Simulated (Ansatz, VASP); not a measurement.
# W: VASP beside Ansatz

The input INCAR:

```
PREC = Accurate
ENCUT = 520
EDIFF = 1E-6
ISMEAR = 0
SIGMA = 0.15
LREAL = F
LASPH = T
NELM = 100
ALGO = Fast
ISIF = 2
LWAVE = F
LCHARG = T
GGA = PS
LELF = T
LVHAR = T
NBANDS = 21
```

Contents of KPOINTS:

```
Automatic mesh
0
Gamma
  16 16 12
```

Contents of POSCAR:

```
W
1.0
    0.0000000000     -1.9991269216     -1.9991269216
    0.0000000000      1.9991269216     -1.9991269216
    3.9982538432      0.0000000000      0.0000000000
W
2
Direct
    0.5000000000      0.5000000000      0.4965985151
    0.0000000000      0.0000000000      0.0034014849
```

Input for Ansatz:

```yaml
crystal:
  lattice:
    - [0.0, -1.9991269216, -1.9991269216]
    - [0.0, 1.9991269216, -1.9991269216]
    - [3.9982538432, 0.0, 0.0]
  atoms:
    - { symbol: W, position: [0.5, 0.5, 0.4965985151] }
    - { symbol: W, position: [0.0, 0.0, 0.0034014849] }
basis:
  ecutwfc: 420
kpoints:
  mp_grid: { grid: [16, 16, 12] }
hamiltonian:
  xc: pbesol
  pseudopotentials: { kind: paw, azcp: { folder: soft_1 } }
scf:
  occupations: { method: gaussian, width: 0.15 }
output:
  forces: true
  stress: true
  eigenvalues: true
```

Change from the starting cell: mode 4 frozen in at +0.000 Å and mode 6 at -0.014 Å (largest displacements).

Alike in both runs: task single point; functional PBEsol; k mesh 16 × 16 × 12; occupations gaussian, width 0.15 eV; no spin polarisation.

```csv
,VASP,Ansatz
version,VASP 6.6.1,Ansatz 0.2.0
potentials or method,"VASP PAW PBE potentials, release 64 (W_sv)","scalar-relativistic, plane waves, PAW"
plane-wave cutoff (eV),520,420
valence electrons in the cell,28,28
```

```csv
,VASP,Ansatz,Ansatz less VASP
gap on the k mesh at the Fermi level (eV),none,none,-
pressure (GPa),0.7,0.1,-0.66
largest component of the traceless stress (GPa),0.05,0.05,+0.001
rms of the force components (eV/Å),0.253,0.250,-0.0026
```

Atom by atom the forces differ by 0.003 eV/Å (rms over components). A gap of «none» marks a metal or a gap that the smearing closes. Ansatz warned: «pseudo_functional_mismatch».

Caveats: the PAW data sets were made with another functional, which shifts forces and pressure a little (VASP). The runs have no spin-orbit coupling, so splittings on W are missing.
